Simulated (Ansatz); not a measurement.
**Equation of state of O**

```yaml
crystal:
  lattice:
    - [1.67495, 0.96703, 3.73200]
    - [-1.67495, 0.96703, 3.73200]
    - [0.00000, -1.93406, 3.73200]
  atoms:
    - { symbol: O, position: [0.94539, 0.94539, 0.94539] }
    - { symbol: O, position: [0.05461, 0.05461, 0.05461] }
```

The cell is the one relaxed in the Materials Project (mp-610917), not relaxed further here; entries there can be hypothetical.

Other magnetic orders may lie lower; this is the state that the run reached.

Levels of theory: DFT, PBE, all-electron LAPW, scalar-relativistic (Ansatz 0.2.0); DFT, PBE, PAW with Ansatz's default frozen-core files, scalar-relativistic (Ansatz 0.2.0).

For LAPW: a Γ-centred 8×8×8 k mesh, Fermi–Dirac smearing of 0.02 eV, basis error target 1 meV/atom, spin-polarised from start moments O1 1, O2 1 μB. PAW takes a cutoff of 420 eV at this cell. The Ansatz runs share mesh, smearing and spin set-up. Plane-wave (PAW) pressures include the program's estimate of the Pulay term.

The cell above is scaled evenly, with fractional coordinates and shape held.

```
V/V(cell)  V (Å³/atom)  P, LAPW (GPa)  P, PAW (GPa)  moment, LAPW (μB)  gap on the k mesh, LAPW (eV)
   0.9405       17.055              ?             ?                  ?                             ?
   0.9700       17.590           2.24          2.27               2.00                          1.24
   1.0000       18.134           0.42          0.49               2.00                          1.30
   1.0300       18.679          -1.14         -1.04               2.00                          1.36
   1.0600       19.223          -2.49         -2.38               2.00                          1.41
```

(1) Fill in the row V/V(cell) = 0.9405.

(2) What do Birch–Murnaghan fits to the pressures give?

Answers

(1) P, LAPW (GPa) = 4.31, P, PAW (GPa) = 4.29, moment, LAPW (μB) = 2.00, gap on the k mesh, LAPW (eV) = 1.17.

(2) LAPW: V0 = 18.27 Å³/atom, B0 = 54 GPa, B0′ = 4.0; PAW: V0 = 18.30 Å³/atom, B0 = 53 GPa, B0′ = 3.9.
